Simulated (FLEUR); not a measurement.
# AgCl (Chlorargyrite) (Fm-3m) in FLEUR: further runs, part 2 of 2

FLEUR MaX-R8.1 (later development tree). The steps go on from the part before.

### 3 Equation of state, PBEsol, 19.23 Å³/atom (volume scaled by 0.94)

Changes to inp.xml since step 2:

```diff
@@ -6,3 +6,3 @@
    <calculationSetup>
-      <cutoffs Kmax="4.78" Gmax="14.8" GmaxXC="14.8" numbands="0"/>
+      <cutoffs Kmax="4.92" Gmax="15.3" GmaxXC="15.3" numbands="0"/>
       <scfLoop itmax="60" minDistance="0.00001" maxIterBroyd="15" imix="Anderson" alpha="0.05" precondParam="0.0" spinf="2.0" sdNocoIR="T"/>
@@ -24,3 +24,3 @@
       <xi:include xmlns:xi="http://www.w3.org/2001/XInclude" href="sym.xml"> </xi:include>
-      <bulkLattice scale="1.0">
+      <bulkLattice scale="0.9795861087">
          <bravaisMatrix>
@@ -34,3 +34,3 @@
       <species name="Silver (Ag)" element="Ag" atomicNumber="47">
-         <mtSphere radius="2.66" gridPoints="879" logIncrement="0.015"/>
+         <mtSphere radius="2.65" gridPoints="879" logIncrement="0.015"/>
          <atomicCutoffs lmax="10" lnonsphr="10"/>
@@ -49,3 +49,3 @@
       <species name="Chlorine (Cl)" element="Cl" atomicNumber="17">
-         <mtSphere radius="2.05" gridPoints="677" logIncrement="0.017"/>
+         <mtSphere radius="1.99" gridPoints="677" logIncrement="0.017"/>
          <atomicCutoffs lmax="8" lnonsphr="8"/>
```

Potentials or basis: all-electron, FLAPW.

Command:

```console
$ inpgen -f crystal.txt -profile fastHighL
$ # inp.xml edited to the form shown
$ fleur_MPI
```

It took 51 s on 1 thread of Arm Neoverse V2, shared host; peak memory 0.07 GiB.

The run converged. Its results:

| Property | Result |
| --- | --- |
| Free energy | -157163.1283 eV |
| Band gap on the k mesh | 0.73 eV, indirect (least direct gap 3.42 eV) |
| Valence electrons inside the program's atomic spheres | Ag 17.97; Cl 5.00 (radii Ag 2.65, Cl 1.99 bohr) |

### 4 Equation of state, PBEsol, 19.64 Å³/atom (volume scaled by 0.96)

Changes to inp.xml since step 3:

```diff
@@ -24,3 +24,3 @@
       <xi:include xmlns:xi="http://www.w3.org/2001/XInclude" href="sym.xml"> </xi:include>
-      <bulkLattice scale="0.9795861087">
+      <bulkLattice scale="0.9864848297">
          <bravaisMatrix>
```

Command:

```console
$ inpgen -f crystal.txt -profile fastHighL
$ # inp.xml edited to the form shown
$ fleur_MPI
```

Run time: 52 s. Hardware: 1 thread of Arm Neoverse V2, shared host; peak memory 0.07 GiB.

It converged, with:

| Property | Result |
| --- | --- |
| Free energy | -157163.1409 eV |
| Band gap on the k mesh | 0.73 eV, indirect (least direct gap 3.34 eV) |
| Valence electrons inside the program's atomic spheres | Ag 17.95; Cl 4.99 (radii Ag 2.65, Cl 1.99 bohr) |

### 5 Equation of state, PBEsol, 20.05 Å³/atom (volume scaled by 0.98)

Changes to inp.xml since step 4:

```diff
@@ -24,3 +24,3 @@
       <xi:include xmlns:xi="http://www.w3.org/2001/XInclude" href="sym.xml"> </xi:include>
-      <bulkLattice scale="0.9864848297">
+      <bulkLattice scale="0.9932883884">
          <bravaisMatrix>
```

Command:

```console
$ inpgen -f crystal.txt -profile fastHighL
$ # inp.xml edited to the form shown
$ fleur_MPI
```

Wall time 53 s (1 thread of Arm Neoverse V2, shared host); peak memory 0.07 GiB.

It converged, with:

```
Free energy                                           : -157163.1466 eV
Band gap on the k mesh                                : 0.73 eV, indirect (least direct gap 3.26 eV)
Valence electrons inside the program's atomic spheres : Ag 17.93; Cl 4.99 (radii Ag 2.65, Cl 1.99 bohr)
```

### 6 Equation of state, PBEsol, 20.46 Å³/atom

Changes to inp.xml since step 5:

```diff
@@ -24,3 +24,3 @@
       <xi:include xmlns:xi="http://www.w3.org/2001/XInclude" href="sym.xml"> </xi:include>
-      <bulkLattice scale="0.9932883884">
+      <bulkLattice scale="1.0000000000">
          <bravaisMatrix>
```

Potentials or basis: all-electron, FLAPW.

Command:

```console
$ inpgen -f crystal.txt -profile fastHighL
$ # inp.xml edited to the form shown
$ fleur_MPI
```

Wall time 58 s (1 thread of Arm Neoverse V2, shared host); peak memory 0.08 GiB.

The run converged. Its results:

| Property | Result |
| --- | --- |
| Free energy | -157163.1461 eV |
| Band gap on the k mesh | 0.73 eV, indirect (least direct gap 3.18 eV) |
| Valence electrons inside the program's atomic spheres | Ag 17.91; Cl 4.98 (radii Ag 2.65, Cl 1.99 bohr) |

### 7 Equation of state, PBEsol, 20.87 Å³/atom (volume scaled by 1.02)

Changes to inp.xml since step 6:

```diff
@@ -24,3 +24,3 @@
       <xi:include xmlns:xi="http://www.w3.org/2001/XInclude" href="sym.xml"> </xi:include>
-      <bulkLattice scale="1.0000000000">
+      <bulkLattice scale="1.0066227096">
          <bravaisMatrix>
```

Command:

```console
$ inpgen -f crystal.txt -profile fastHighL
$ # inp.xml edited to the form shown
$ fleur_MPI
```

It took 61 s on 1 thread of Arm Neoverse V2, shared host; peak memory 0.07 GiB.

Results (log left out):

```yaml
Free_energy: -157163.1401 eV
Band_gap_on_the_k_mesh: 0.73 eV, indirect (least direct gap 3.12 eV)
Valence_electrons_inside_the_program's_atomic_spheres: Ag 17.89; Cl 4.98 (radii Ag 2.65, Cl 1.99 bohr)
```

### 8 Equation of state, PBEsol, 21.28 Å³/atom (volume scaled by 1.04)

Changes to inp.xml since step 7:

```diff
@@ -24,3 +24,3 @@
       <xi:include xmlns:xi="http://www.w3.org/2001/XInclude" href="sym.xml"> </xi:include>
-      <bulkLattice scale="1.0066227096">
+      <bulkLattice scale="1.0131594038">
          <bravaisMatrix>
```

Command:

```console
$ inpgen -f crystal.txt -profile fastHighL
$ # inp.xml edited to the form shown
$ fleur_MPI
```

Wall time 59 s (1 thread of Arm Neoverse V2, shared host); peak memory 0.07 GiB.

It converged, with:

```
Free energy                                           : -157163.1294 eV
Band gap on the k mesh                                : 0.74 eV, indirect (least direct gap 3.05 eV)
Valence electrons inside the program's atomic spheres : Ag 17.87; Cl 4.97 (radii Ag 2.65, Cl 1.99 bohr)
```

### 9 Equation of state, PBEsol, 21.69 Å³/atom (volume scaled by 1.06)

Changes to inp.xml since step 8:

```diff
@@ -24,3 +24,3 @@
       <xi:include xmlns:xi="http://www.w3.org/2001/XInclude" href="sym.xml"> </xi:include>
-      <bulkLattice scale="1.0131594038">
+      <bulkLattice scale="1.0196128224">
          <bravaisMatrix>
```

Potentials or basis: all-electron, FLAPW.

Command:

```console
$ inpgen -f crystal.txt -profile fastHighL
$ # inp.xml edited to the form shown
$ fleur_MPI
```

Wall time 61 s (1 thread of Arm Neoverse V2, shared host); peak memory 0.07 GiB.

The run converged. Its results:

| Item | Value |
| --- | --- |
| Free energy | -157163.1145 eV |
| Band gap on the k mesh | 0.74 eV, indirect (least direct gap 2.99 eV) |
| Valence electrons inside the program's atomic spheres | Ag 17.85; Cl 4.97 (radii Ag 2.65, Cl 1.99 bohr) |

### 10 Equation of state, PBEsol

Potentials or basis: all-electron, FLAPW.

This step only gathers the single runs of the series.

Results:

* Equilibrium volume: 20.22 Å³/atom
* Bulk modulus: 57 GPa
* Pressure derivative of the bulk modulus: 5.3

Energy against volume, from the lowest point:
```csv
volume (Å³/atom),energy (meV/atom)
19.231,9.16
19.640,2.83
20.049,0.00
20.458,0.26
20.868,3.23
21.277,8.59
21.686,16.04
```

### 11 Against experiment

Step 2. Measured gap of AgCl: 3.249 eV (indirect; a printed reference work, data compilation). This calculation gives 0.73 eV (-2.52 eV). So large a miss can be the level of theory's own, or it may mean another phase, state or a wrong row. Spin-orbit coupling on Ag is left out. The value is that of PBEsol, without temperature or zero-point motion. Semilocal functionals fall short of measured gaps as a rule.
